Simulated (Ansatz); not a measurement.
**SnH: a trial structure relaxed**

Where does this trial cell of SnH go when cell and atoms are let free?

Method: DFT PBE, scalar-relativistic, plane waves, PAW, in Ansatz 0.2.0.

### Step 1. The starting structure

The structure is tetragonal, space group P4/mmm (No. 123). The conventional cell has a = 2.870 Å, b = 2.870 Å, c = 3.854 Å, α = 90.00°, β = 90.00°, γ = 90.00°. Around Sn (site symmetry 4/mmm) lie 8 H at 2.80 Å and 4 Sn at 2.87 Å. H (site symmetry 4/mmm) has 8 Sn at 2.80 Å and 4 H at 2.87 Å as nearest neighbours.

Structure file:

```cif
data_structure
_symmetry_space_group_name_H-M 'P 1'
_symmetry_Int_Tables_number 1
_cell_length_a 2.8696
_cell_length_b 2.8696
_cell_length_c 3.8538
_cell_angle_alpha 90.000
_cell_angle_beta 90.000
_cell_angle_gamma 90.000
_cell_volume 31.73
loop_
_atom_site_label
_atom_site_type_symbol
_atom_site_fract_x
_atom_site_fract_y
_atom_site_fract_z
_atom_site_occupancy
Sn1 Sn 0.00000 0.00000 0.00000 1
H1 H 0.50000 0.50000 0.50000 1
```

Recipe of the guess: species swapped into a database cell of TiHg (P4/mmm, No. 123), with H on the Ti sites and Sn on the Hg sites. The dimensions are guesses.

### Step 2. A first look at the guess

The input, input.yaml:

```yaml
crystal:
  lattice:
    - [2.86961198, 0.0, 0.0]
    - [0.0, 2.86961198, 0.0]
    - [0.0, 0.0, 3.85380573]
  atoms:
    - { symbol: Sn, position: [0.0, 0.0, 0.0] }
    - { symbol: H, position: [0.5, 0.5, 0.5] }
basis:
  ecutwfc: 420
kpoints:
  mp_grid: { grid: [6, 6, 4] }
hamiltonian:
  xc: pbe
scf:
  occupations: { method: gaussian, width: 0.1 }
  lower_state_search: "off"
output:
  forces: true
  stress: true
  eigenvalues: true
```

The run is started by

```console
$ ansatz run input.yaml --threads 1 --pin off --max-ram 2560MiB --backend cpu --events-out ev --progress --plain --runs-dir out
```

The log of the run (excerpt; [...] marks lines left out):

```text
[...]
SCF converged after 7 iterations
Free energy (F): -6038.496093 eV
[...]
E sigma→0 (E₀):  -6038.493744 eV
Entropy (-TS):   -0.004697 eV (-2.348 meV/atom)
Fermi energy:    8.945334 eV
[...]
--- Forces (eV/Å), atoms counted from 1 ---
  atom   1  Sn     0.00000000     0.00000000     0.00000000
  atom   2  H      0.00000000     0.00000000     0.00000000
[...]
--- Stress (GPa, compression-positive) ---
       11.297351       0.000000       0.000000
        0.000000      11.297351       0.000000
        0.000000       0.000000      -8.772686
  P = ⅓ Tr σ = 4.6073 GPa (46.073 kbar)
--- Band table (eV; the first three rows and the last of 30) ---
  k-point 0: bands = ["-12.8934", "-12.6940", "-12.3546", "-12.3546", "-12.2168", "-2.1599", "8.3968", "9.0453", "16.3781", "16.3781", "18.0005", "19.6886"]
[...]
```

It took 0.5 s on 1 thread of Intel Xeon 6975P-C (Granite Rapids), shared host; peak memory 0.33 GiB.

Read-out: pressure 4.6 GPa, largest force 0.00 eV/Å, gap on this mesh none (metal). A guess like this is first relaxed loosely on the coarse mesh.

### Step 3. A loose first relaxation

input.yaml: that of step 2 with these lines changed.

```diff
@@ -21 +21,6 @@
   eigenvalues: true
+relax:
+  adjacent_minimum: "off"
+  f_tol: 0.04
+  max_steps: 70
+  cell: { stress_tol: 0.4 }
```

The run is started by

```console
$ ansatz run input.yaml --threads 1 --pin off --max-ram 2560MiB --backend cpu --events-out ev --progress --plain --runs-dir out
```

The log of the run:

```text
Warning: RAYON_NUM_THREADS=1 ignored (pool sized by the plan → 1); use --threads N
Engine: ansatz 0.2.0, x86_64-unknown-linux-gnu
Pseudopotentials: kind: paw
Pseudopotential: Sn, paw, valence charge 14, recommended cutoff 420 eV (normal), Sn.paw.azcp
Pseudopotential: H, paw, valence charge 1, recommended cutoff 420 eV (normal), H.paw.azcp
Functional definition: PBE
  parameter kappa = 0.804
  parameter beta = 0.06672455060314922
  exchange = pbe_x(kappa = kappa, mu = beta*pi^2/3)
  correlation = pbe_c(beta = beta)
Crystal: 2 atoms, lattice volume = 31.735 Å³
Basis set: ecut = 420 eV, 633 PW (Γ), exchange–correlation on 40×40×54 points (8 copies of the dense FFT grid, shifted against one another)
Bands: 12, of which v1, the nominal top of the filled ones, is band 8 counted from 1 (7 counted from 0)
Symmetry: 16 space group operations
Space group: P4/mmm (ITA 123), of the structure as read, at distance tolerance 3.2e-5 Å
k-points: 30 of 144
Non-local potential: Sn, projectors of the file, l = 0: 2, l = 1: 2, l = 2: 2, l = 3: 2
Non-local potential: H, projectors of the file, l = 0: 2, l = 1: 1
PAW form: soft (Blöchl's): semilocal exchange-correlation on the pseudo side does not see the compensation charge
PAW one-centre angular grid: Sn, 590 points (default); XC on 64 Gauss nodes
PAW one-centre angular grid: H, 110 points (default); XC on 64 Gauss nodes
Initial density: superposition of atomic densities (neutral atoms: chi_scale 0, normalization atom), corrected by the library's trained network
Initial wavefunctions: pseudopotential atomic-orbital guess
Functional: x = pbe(κ = 0.804, μ = 0.2195149727645171), c = pbe(β = 0.06672455060314922)
SCF iter   1: F=—  HF=-6038.496635 eV  |F-HF|=—  |Δ(HF+E_count)|=         —  Δρ=1.88e-3  dr2=1.49e-3  ethr=1.77e-3  ⟨swp⟩=5.0  Hψ=2071  notcnv=0
preconditioner: auto → none  [metal: Δε(μ)=0.110 eV  Ē_g=22.486 eV  σ=0.100 eV  W_gap=0.47  n_scr=6 (ndim 8)  ℏωp=25.5 eV  f_vac=0.000  D(μ)=0.91/eV (n_scr^D=6)  sad-step TF]
SCF iter   2: F=—  HF=-6038.496195 eV  |F-HF|=—  |Δ(HF+E_count)|=   4.40e-4  Δρ=1.47e-3  dr2=9.27e-4  ethr=9.92e-6  ⟨swp⟩=2.1  Hψ=685  notcnv=0
SCF iter   3: F=—  HF=-6038.496156 eV  |F-HF|=—  |Δ(HF+E_count)|=   3.93e-5  Δρ=7.12e-4  dr2=1.10e-4  ethr=6.18e-6  ⟨swp⟩=2.2  Hψ=567  notcnv=0
SCF iter   4: F=—  HF=-6038.496098 eV  |F-HF|=—  |Δ(HF+E_count)|=   5.84e-5  Δρ=2.89e-4  dr2=1.73e-5  ethr=7.32e-7  ⟨swp⟩=2.3  Hψ=555  notcnv=0
SCF iter   5: F=—  HF=-6038.496094 eV  |F-HF|=—  |Δ(HF+E_count)|=   3.71e-6  Δρ=7.07e-5  dr2=1.60e-6  ethr=1.15e-7  ⟨swp⟩=2.0  Hψ=570  notcnv=0
SCF iter   6: F=—  HF=-6038.496093 eV  |F-HF|=—  |Δ(HF+E_count)|=   6.78e-7  Δρ=3.31e-5  dr2=2.80e-7  ethr=1.07e-8  ⟨swp⟩=2.0  Hψ=569  notcnv=0
SCF iter   7: F=-6038.496093 eV  HF=-6038.496093 eV  |F-HF|=6.76e-9  |Δ(HF+E_count)|=   1.79e-7  Δρ=5.01e-6  dr2=5.65e-9  ethr=6.67e-10  ⟨swp⟩=6.4  Hψ=1638  notcnv=0
SCF 1 converged in 7 iterations: F = -6038.496093 eV  dr2 = 5.65e-9
relax step   1: F+E_penalty+E_count = -6038.49609293 eV  Δ(F+E_penalty+E_count) = +0.000e0 eV  max|allowed force component| = 1.972e-31 eV/Å  Δτ_max = 0.0000 Å  P = +4.607 GPa  Ω = 31.735 Å³  (7 SCF iters, dr2 threshold 1.00e-7 eV, accepted)
Crystal: 2 atoms, lattice volume = 33.127 Å³
Basis set: ecut = 420 eV, 629 PW (Γ), exchange–correlation on 40×40×54 points (8 copies of the dense FFT grid, shifted against one another)
Initial density: handed on by an earlier stage of this run
Initial wavefunctions: those handed on with the density
iter 1 solved again at ethr=1.19e-4 eV; its pass at ethr=3.10e-3 eV (dr2=1.78e-2 eV) is discarded
SCF iter   1: F=—  HF=-6038.694446 eV  |F-HF|=—  |Δ(HF+E_count)|=         —  Δρ=6.60e-3  dr2=1.80e-2  ethr=1.19e-4  ⟨swp⟩=1.2  Hψ=3078  notcnv=0
preconditioner: auto → none  [insulator: Δε(μ)=0.210 eV  Ē_g=22.232 eV  σ=0.100 eV  W_gap=0.77  n_scr=6 (ndim 8)  ℏωp=25.0 eV  f_vac=0.000  D(μ)=0.44/eV (n_scr^D=0)  ε∞_Penn≈2.3]
SCF iter   2: F=—  HF=-6038.689819 eV  |F-HF|=—  |Δ(HF+E_count)|=   4.63e-3  Δρ=1.85e-3  dr2=1.36e-3  ethr=1.19e-4  ⟨swp⟩=2.2  Hψ=501  notcnv=0
SCF iter   3: F=—  HF=-6038.689593 eV  |F-HF|=—  |Δ(HF+E_count)|=   2.25e-4  Δρ=7.97e-4  dr2=1.61e-4  ethr=9.10e-6  ⟨swp⟩=1.9  Hψ=510  notcnv=0
SCF iter   4: F=—  HF=-6038.689643 eV  |F-HF|=—  |Δ(HF+E_count)|=   4.90e-5  Δρ=1.89e-4  dr2=8.44e-6  ethr=1.08e-6  ⟨swp⟩=2.1  Hψ=412  notcnv=0
iter 5 did not close the SCF: its close was put off for the readings that it lacked (scf_convergence_deferred on its scf_iter line)
SCF iter   5: F=-6038.689647 eV  HF=-6038.689647 eV  |F-HF|=1.96e-8  |Δ(HF+E_count)|=   4.70e-6  Δρ=1.61e-5  dr2=7.42e-8  ethr=5.62e-8  ⟨swp⟩=2.6  Hψ=546  notcnv=0
SCF iter   6: F=-6038.689647 eV  HF=-6038.689647 eV  |F-HF|=1.96e-10  |Δ(HF+E_count)|=   1.90e-8  Δρ=3.44e-6  dr2=3.18e-9  ethr=4.95e-10  ⟨swp⟩=2.6  Hψ=1345  notcnv=0
the search or the solves at the SCF's close seem to have found levels that the self-consistency loop had missed (the run counts 1). By its estimate they hold under 1e-12 electrons; where the run keeps them, the occupations were computed again with them
SCF 2 converged in 6 iterations: F = -6038.689647 eV  dr2 = 3.18e-9
relax step   2: F+E_penalty+E_count = -6038.68964722 eV  Δ(F+E_penalty+E_count) = -1.936e-1 eV  max|allowed force component| = 2.588e-31 eV/Å  Δτ_max = 0.0000 Å  P = -0.690 GPa  Ω = 33.127 Å³  energy of the carried Pulay correction = -9.718e-4 eV  (6 SCF iters, dr2 threshold 2.00e-7 eV, accepted)
Crystal: 2 atoms, lattice volume = 32.132 Å³
Basis set: ecut = 420 eV, 611 PW (Γ), exchange–correlation on 40×40×54 points (8 copies of the dense FFT grid, shifted against one another)
iter 1 solved again at ethr=4.87e-5 eV; its pass at ethr=3.10e-3 eV (dr2=7.31e-3 eV) is discarded
SCF iter   1: F=—  HF=-6038.756774 eV  |F-HF|=—  |Δ(HF+E_count)|=         —  Δρ=3.64e-3  dr2=7.71e-3  ethr=4.87e-5  ⟨swp⟩=1.1  Hψ=2910  notcnv=0
preconditioner: auto → none  [insulator: Δε(μ)=0.181 eV  Ē_g=22.229 eV  σ=0.100 eV  W_gap=0.65  n_scr=6 (ndim 8)  ℏωp=25.4 eV  f_vac=0.000  D(μ)=0.80/eV (n_scr^D=6)  ε∞_Penn≈2.3]
SCF iter   2: F=—  HF=-6038.754380 eV  |F-HF|=—  |Δ(HF+E_count)|=   2.39e-3  Δρ=7.70e-4  dr2=2.06e-4  ethr=4.87e-5  ⟨swp⟩=1.6  Hψ=399  notcnv=0
SCF iter   3: F=—  HF=-6038.754355 eV  |F-HF|=—  |Δ(HF+E_count)|=   2.49e-5  Δρ=2.31e-4  dr2=1.42e-5  ethr=1.38e-6  ⟨swp⟩=2.2  Hψ=449  notcnv=0
SCF iter   4: F=—  HF=-6038.754356 eV  |F-HF|=—  |Δ(HF+E_count)|=   1.09e-6  Δρ=8.65e-5  dr2=2.28e-6  ethr=9.49e-8  ⟨swp⟩=2.4  Hψ=574  notcnv=0
SCF iter   5: F=-6038.754357 eV  HF=-6038.754357 eV  |F-HF|=7.00e-10  |Δ(HF+E_count)|=   7.76e-7  Δρ=7.06e-6  dr2=1.27e-8  ethr=1.33e-9  ⟨swp⟩=3.6  Hψ=1700  notcnv=0
SCF 3 converged in 5 iterations: F = -6038.754357 eV  dr2 = 1.27e-8
relax step   3: F+E_penalty+E_count = -6038.75435713 eV  Δ(F+E_penalty+E_count) = -6.471e-2 eV  max|allowed force component| = 1.849e-31 eV/Å  Δτ_max = 0.0000 Å  P = -0.741 GPa  Ω = 32.132 Å³  energy of the carried Pulay correction = -4.712e-4 eV  (5 SCF iters, dr2 threshold 2.00e-7 eV, accepted)
Crystal: 2 atoms, lattice volume = 30.856 Å³
iter 1 solved again at ethr=2.80e-5 eV; its pass at ethr=3.10e-3 eV (dr2=4.20e-3 eV) is discarded
SCF iter   1: F=—  HF=-6038.769277 eV  |F-HF|=—  |Δ(HF+E_count)|=         —  Δρ=2.98e-3  dr2=4.43e-3  ethr=2.80e-5  ⟨swp⟩=1.2  Hψ=2839  notcnv=0
preconditioner: auto → none  [insulator: Δε(μ)=0.394 eV  Ē_g=22.424 eV  σ=0.100 eV  W_gap=0.59  n_scr=6 (ndim 8)  ℏωp=25.9 eV  f_vac=0.000  D(μ)=1.12/eV (n_scr^D=6)  ε∞_Penn≈2.3]
SCF iter   2: F=—  HF=-6038.767872 eV  |F-HF|=—  |Δ(HF+E_count)|=   1.41e-3  Δρ=1.04e-3  dr2=4.03e-4  ethr=2.80e-5  ⟨swp⟩=1.6  Hψ=393  notcnv=0
SCF iter   3: F=—  HF=-6038.767772 eV  |F-HF|=—  |Δ(HF+E_count)|=   9.95e-5  Δρ=2.26e-4  dr2=1.10e-5  ethr=2.68e-6  ⟨swp⟩=1.9  Hψ=415  notcnv=0
SCF iter   4: F=—  HF=-6038.767775 eV  |F-HF|=—  |Δ(HF+E_count)|=   2.97e-6  Δρ=5.43e-5  dr2=5.57e-7  ethr=7.35e-8  ⟨swp⟩=2.8  Hψ=594  notcnv=0
iter 5 did not close the SCF: its close was put off for the readings that it lacked (scf_convergence_deferred on its scf_iter line)
SCF iter   5: F=-6038.767775 eV  HF=-6038.767775 eV  |F-HF|=1.83e-8  |Δ(HF+E_count)|=   9.80e-8  Δρ=1.13e-5  dr2=1.71e-8  ethr=3.71e-9  ⟨swp⟩=2.0  Hψ=582  notcnv=0
SCF iter   6: F=-6038.767775 eV  HF=-6038.767775 eV  |F-HF|=8.71e-10  |Δ(HF+E_count)|=   2.21e-8  Δρ=1.83e-6  dr2=1.19e-9  ethr=1.14e-10  ⟨swp⟩=2.0  Hψ=1146  notcnv=0
the search or the solves at the SCF's close seem to have found levels that the self-consistency loop had missed (the run counts 1). By its estimate they hold under 1e-12 electrons; where the run keeps them, the occupations were computed again with them
SCF 4 converged in 6 iterations: F = -6038.767775 eV  dr2 = 1.19e-9
relax step   4: F+E_penalty+E_count = -6038.76777489 eV  Δ(F+E_penalty+E_count) = -1.342e-2 eV  max|allowed force component| = 5.916e-31 eV/Å  Δτ_max = 0.0000 Å  P = +0.526 GPa  Ω = 30.856 Å³  energy of the carried Pulay correction = +2.334e-4 eV  (6 SCF iters, dr2 threshold 2.00e-7 eV, accepted)
Crystal: 2 atoms, lattice volume = 31.287 Å³
Basis set: ecut = 420 eV, 619 PW (Γ), exchange–correlation on 40×40×54 points (8 copies of the dense FFT grid, shifted against one another)
iter 1 solved again at ethr=2.67e-6 eV; its pass at ethr=3.10e-3 eV (dr2=4.01e-4 eV) is discarded
SCF iter   1: F=—  HF=-6038.773075 eV  |F-HF|=—  |Δ(HF+E_count)|=         —  Δρ=9.78e-4  dr2=4.20e-4  ethr=2.67e-6  ⟨swp⟩=1.9  Hψ=3010  notcnv=0
preconditioner: auto → none  [insulator: Δε(μ)=0.139 eV  Ē_g=22.349 eV  σ=0.100 eV  W_gap=0.55  n_scr=6 (ndim 8)  ℏωp=25.7 eV  f_vac=0.000  D(μ)=0.75/eV (n_scr^D=6)  ε∞_Penn≈2.3]
SCF iter   2: F=—  HF=-6038.772948 eV  |F-HF|=—  |Δ(HF+E_count)|=   1.27e-4  Δρ=2.30e-4  dr2=1.97e-5  ethr=2.67e-6  ⟨swp⟩=1.8  Hψ=398  notcnv=0
SCF iter   3: F=—  HF=-6038.772947 eV  |F-HF|=—  |Δ(HF+E_count)|=   7.33e-7  Δρ=9.10e-5  dr2=2.37e-6  ethr=1.31e-7  ⟨swp⟩=2.3  Hψ=571  notcnv=0
SCF iter   4: F=-6038.772948 eV  HF=-6038.772948 eV  |F-HF|=6.20e-8  |Δ(HF+E_count)|=   5.01e-7  Δρ=1.90e-5  dr2=9.92e-8  ethr=1.33e-9  ⟨swp⟩=3.9  Hψ=1713  notcnv=0
SCF 5 converged in 4 iterations: F = -6038.772948 eV  dr2 = 9.92e-8
relax step   5: F+E_penalty+E_count = -6038.77294798 eV  Δ(F+E_penalty+E_count) = -5.173e-3 eV  max|allowed force component| = 4.930e-32 eV/Å  Δτ_max = 0.0000 Å  P = -0.041 GPa  Ω = 31.287 Å³  energy of the carried Pulay correction = -6.394e-6 eV  (4 SCF iters, dr2 threshold 2.00e-7 eV, accepted)
Basis set: ecut = 420 eV, 619 PW (Γ), exchange–correlation on 48×48×48 points (8 copies of the dense FFT grid, shifted against one another)
Initial wavefunctions: pseudopotential atomic-orbital guess (no wavefunctions were taken with the density)
iter 1 solved again at ethr=1.62e-7 eV; its pass at ethr=3.10e-3 eV (dr2=2.42e-5 eV) is discarded
SCF iter   1: F=—  HF=-6038.773776 eV  |F-HF|=—  |Δ(HF+E_count)|=         —  Δρ=2.58e-4  dr2=1.64e-6  ethr=1.62e-7  ⟨swp⟩=2.6  Hψ=2894  notcnv=0
preconditioner: auto → none  [insulator: Δε(μ)=0.126 eV  Ē_g=22.341 eV  σ=0.100 eV  W_gap=0.52  n_scr=6 (ndim 8)  ℏωp=25.7 eV  f_vac=0.000  D(μ)=0.79/eV (n_scr^D=6)  ε∞_Penn≈2.3]
SCF iter   2: F=—  HF=-6038.773827 eV  |F-HF|=—  |Δ(HF+E_count)|=   5.11e-5  Δρ=1.30e-4  dr2=3.91e-7  ethr=1.09e-8  ⟨swp⟩=2.0  Hψ=412  notcnv=0
SCF iter   3: F=—  HF=-6038.773844 eV  |F-HF|=—  |Δ(HF+E_count)|=   1.72e-5  Δρ=1.72e-5  dr2=5.43e-8  ethr=2.61e-9  ⟨swp⟩=2.0  Hψ=438  notcnv=0
SCF iter   4: F=-6038.773844 eV  HF=-6038.773844 eV  |F-HF|=1.15e-9  |Δ(HF+E_count)|=   1.40e-7  Δρ=1.62e-6  dr2=2.44e-10  ethr=8.53e-12  ⟨swp⟩=3.8  Hψ=1520  notcnv=0
SCF 6 converged in 4 iterations: F = -6038.773844 eV  dr2 = 2.44e-10
relax step   6: F+E_penalty+E_count = -6038.77384408 eV  Δ(F+E_penalty+E_count) = -8.961e-4 eV  max|allowed force component| = 0.000e0 eV/Å  Δτ_max = 0.0000 Å  P = -0.047 GPa  Ω = 31.287 Å³  stress off target by 3.14e-1 GPa  SCF on the basis re-selected at this cell (its energy is not comparable with the rows above)  (4 SCF iters)
basis re-selected at this cell: Δ(F+E_penalty+E_count) = -8.961e-4 eV, ΔP = -0.005 GPa vs the last step (what re-selecting the basis moved, of the pressure what is left beyond the Pulay correction that the steps carried, after the strain that the cell walked since its last selection, with what the two solves' SCF thresholds leave and, on support functions, any second-order correction that the steps lacked; it is no measure of the basis error at this ecutwfc). The dense FFT grid was sized anew with the basis: this SCF ran on 24×24×24 points, the steps before it on 20×20×27, so part of this shift can come from that change (see relax.cell in the input reference). This SCF's stress stands 3.14e-1 GPa from its target on what of the cell is left free (relax.cell.stress_tol is 4.00e-1 GPa) and its largest allowed force component is 0.00e0 eV/Å (relax.f_tol is 4.00e-2 eV/Å): within both
SCF converged after 4 iterations
Free energy (F): -6038.773844 eV
Harris-Foulkes:  -6038.773844 eV  (|F-HF|=1.15e-9)
Internal energy: -6038.769897 eV  (E = F + TS)
E sigma→0 (E₀):  -6038.771870 eV
Entropy (-TS):   -0.003947 eV (-1.974 meV/atom)
Fermi energy:    9.395871 eV
--- Per-component energies (eV) ---
  E_band       = -96.461250
  E_kinetic    = 197.669403
  E_local      = -905.358638  (includes V_loc(G=0)·N_el)
  E_nonlocal   = -31.489491
  E_hartree    = 551.408487
  E_xc         = -391.198838
  E_vxc        = -107.066667  (∫ρ·V_xc dr)
  E_paw        = -4135.052598  (= ΣΔE_a)
  E_vpaw       = -353.031934  (= ΣTr[D̂ρ^β])
  E_aug_tail   = -0.000937  (compensation charges beyond the density's cutoff)
  E_ewald      = -1324.747285
  E_smearing   = -0.003947  (= −TS)
  E_closure    = -0.000000  (closes the sum)
  Σ components = -6038.773844   (vs F -6038.773844, Δ=0.00e0)
--- Forces (eV/Å), atoms counted from 1 ---
  atom   1  Sn     0.00000000     0.00000000     0.00000000
  atom   2  H      0.00000000     0.00000000     0.00000000
  max |Σ_I F_I| component: 0.00e0 eV/Å
--- Stress (GPa, compression-positive) ---
        0.086771       0.000000       0.000000
        0.000000       0.086771       0.000000
        0.000000       0.000000      -0.313666
  P = ⅓ Tr σ = -0.0467 GPa (-0.467 kbar)
--- Band table (eV; the first three rows and the last of 30) ---
  k-point 0: bands = ["-12.3605", "-12.2918", "-12.0122", "-12.0122", "-11.9517", "-1.8043", "10.2460", "12.0304", "14.7729", "14.7729", "16.9681", "18.1726"]
  k-point 1: bands = ["-12.3567", "-12.2264", "-12.0315", "-12.0315", "-11.9503", "-0.9834", "6.1360", "13.5611", "15.5458", "15.5458", "18.7989", "20.8811"]
  k-point 2: bands = ["-12.3528", "-12.1610", "-12.0506", "-12.0506", "-11.9489", "0.7640", "2.8080", "14.0463", "16.7273", "16.7273", "20.3608", "21.2170"]
  k-point 29: bands = ["-12.1940", "-12.1684", "-12.1684", "-11.9533", "-11.8280", "7.8414", "7.8584", "8.9508", "8.9508", "10.1113", "13.8936", "14.2728"]
--- Relaxed structure (5 steps of the walk, 5 accepted, 1 SCFs on fresh bases) ---
  F+E_penalty+E_count = -6038.77384408 eV   max|allowed force component| = 0.000e0 eV/Å   (the final SCF, on the basis selected at the relaxed cell)
  cell:  # Å, volume = 31.2874 Å³
    - [3.0487795829820823, -1.1346579537903298e-33, 0.0]
    - [-1.6583462401550977e-33, 3.0487795829820823, 0.0]
    - [0.0, 0.0, 3.3660213594408397]
  atoms:
    - { symbol: Sn, position: [1.8875994407401034e-35, 2.0973327119334482e-36, 0.0] }
    - { symbol: H, position: [0.5, 0.5, 0.5] }
```

It took 3 s on 1 thread of Intel Xeon 6975P-C (Granite Rapids), shared host; peak memory 0.36 GiB.

Step by step:

| step | E - E(step 1) (eV/cell) | largest force component (eV/Å) | pressure (GPa) | volume (Å³) |
| --- | --- | --- | --- | --- |
| 1 | 0.0000 | 0.0000 | 4.61 | 31.73 |
| 2 | -0.1936 | 0.0000 | -0.69 | 33.13 |
| 3 | -0.2583 | 0.0000 | -0.74 | 32.13 |
| 4 | -0.2717 | 0.0000 | 0.53 | 30.86 |
| 5 | -0.2769 | 0.0000 | -0.04 | 31.29 |
| 6 | -0.2778 | 0.0000 | -0.05 | 31.29 |

Step 1 is the start. Step 6 repeats the geometry before it on a plane-wave basis chosen anew for that cell, so its energy need not be comparable with the rows above.

|  | before | after | change |
| --- | --- | --- | --- |
| a (Å) | 2.870 | 3.049 | +6.2 % |
| b (Å) | 2.870 | 3.049 | +6.2 % |
| c (Å) | 3.854 | 3.366 | -12.7 % |
| volume (Å³/atom) | 15.87 | 15.64 | -1.4 % |
| shortest distance (Å) | 2.798 | 2.735 | -2.3 % |
| space group (0.01 Å) | P4/mmm | P4/mmm | same |

Forces and stress were held to the start's 16 operations: a distortion of lower symmetry was not tested.

### Step 4. Another rough relaxation

The end of the coarse run is made exact in the group found at a tolerance of 0.06 Å and reduced to its primitive cell.

input.yaml: that of step 3 with these lines changed.

```diff
@@ -2,5 +2,5 @@
   lattice:
-    - [2.86961198, 0.0, 0.0]
-    - [0.0, 2.86961198, 0.0]
-    - [0.0, 0.0, 3.85380573]
+    - [3.048779583, 0.0, 0.0]
+    - [0.0, 3.048779583, 0.0]
+    - [0.0, 0.0, 3.3660213594]
   atoms:
@@ -11,3 +11,3 @@
 kpoints:
-  mp_grid: { grid: [6, 6, 4] }
+  mp_grid: { grid: [6, 6, 6] }
 hamiltonian:
```

The run is started by

```console
$ ansatz run input.yaml --threads 1 --pin off --max-ram 2560MiB --backend cpu --events-out ev --progress --plain --runs-dir out
```

The log of the run (excerpt; [...] marks lines left out):

```text
[...]
relax step   4: F+E_penalty+E_count = -6038.77642048 eV  Δ(F+E_penalty+E_count) = -3.281e-5 eV  max|allowed force component| = 6.409e-31 eV/Å  Δτ_max = 0.0000 Å  P = -0.014 GPa  Ω = 31.319 Å³  stress off target by 3.67e-2 GPa  SCF on the basis re-selected at this cell (its energy is not [...]
SCF converged after 3 iterations
Free energy (F): -6038.776420 eV
[...]
E sigma→0 (E₀):  -6038.773385 eV
Entropy (-TS):   -0.006070 eV (-3.035 meV/atom)
Fermi energy:    9.444169 eV
[...]
--- Forces (eV/Å), atoms counted from 1 ---
  atom   1  Sn    -0.00000000    -0.00000000     0.00000000
  atom   2  H      0.00000000     0.00000000     0.00000000
[...]
--- Stress (GPa, compression-positive) ---
       -0.036663       0.000000       0.000000
        0.000000      -0.036663       0.000000
        0.000000       0.000000       0.030715
  P = ⅓ Tr σ = -0.0142 GPa (-0.142 kbar)
--- Band table (eV; the first three rows and the last of 40) ---
  k-point 0: bands = ["-12.3975", "-12.3533", "-12.0693", "-12.0693", "-12.0063", "-1.8003", "10.3999", "12.2542", "14.6067", "14.6067", "16.9453", "18.0244"]
[...]
--- Relaxed structure (3 steps of the walk, 3 accepted, 1 SCFs on fresh bases) ---
  F+E_penalty+E_count = -6038.77642048 eV   max|allowed force component| = 6.409e-31 eV/Å   (the final SCF, on the basis selected at the relaxed cell)
  cell:  # Å, volume = 31.3194 Å³
    - [3.0648617628866512, 4.192689720780061e-34, 0.0]
    - [4.192689720780061e-34, 3.0648617628866512, 0.0]
    - [0.0, 0.0, 3.334200346438744]
  atoms:
    - { symbol: Sn, position: [-3.2078780156411954e-35, -3.886467595872987e-36, 0.0] }
    - { symbol: H, position: [0.5, 0.5, 0.5] }
```

It took 2.5 s on 1 thread of Intel Xeon 6975P-C (Granite Rapids), shared host; peak memory 0.36 GiB.

(Part 1 of 2 ends here.)
